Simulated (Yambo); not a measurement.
## SiC (Moissanite 3C) in Yambo: convergence with bands in self energy

The system is SiC (Moissanite 3C).

```xyz
2
Lattice="0.0000 2.1790 2.1790 2.1790 0.0000 2.1790 2.1790 2.1790 0.0000" Properties=species:S:1:pos:R:3 pbc="T T T"
Si    0.0000    0.0000    0.0000
C     3.2685    3.2685    3.2685
```

- Program: Yambo 5.3.0
- Task: G0W0 quasiparticle levels
- Functional: PBEsol
- Potentials or basis: PseudoDojo 0.4.1 SR PBEsol standard
- Cutoff: 1116 eV
- Density cutoff: 4463 eV
- k mesh: 6 × 6 × 6
- Occupations: fixed
- Spin: no spin polarisation
- k mesh of the self-consistent run: 10 × 10 × 10
- Random integration of the Coulomb term: yes
- Direction of the field or of q to 0: x + y + z
- Broadening: 0.1 eV
- States corrected: Γ and the k points of the band edges
- Frequency dependence of W: plasmon pole
- Terminator of the band sum in the self-energy: none
- Quasiparticle equation: linearised (Newton)
- Imaginary frequency of the plasmon-pole fit: 27.2114 eV
- Bands in the response: 154
- Bands in the self-energy: 24
- Cutoff of the response matrix: 12 Ry
- Cutoff of exchange and Vxc: 82 Ry
- Bands corrected (first, last): [2, 5]

These are the settings of the first run; the series varies bands in self energy, with any setting tied to it.

```
bands in self energy  quasiparticle gap at the points computed (eV)
                  24                                          1.941
                  44                                          2.057
                  84                                          2.140
                 154                                          2.176
```

Against the tightest run, the quasiparticle gap at the points computed stays within 0.05 eV from 84 on. The tightest run that finished is the yardstick and may itself not be fully converged.

Caveat, for the tightest run too: this version prints the column dSc/dw multiplied by 27.2.
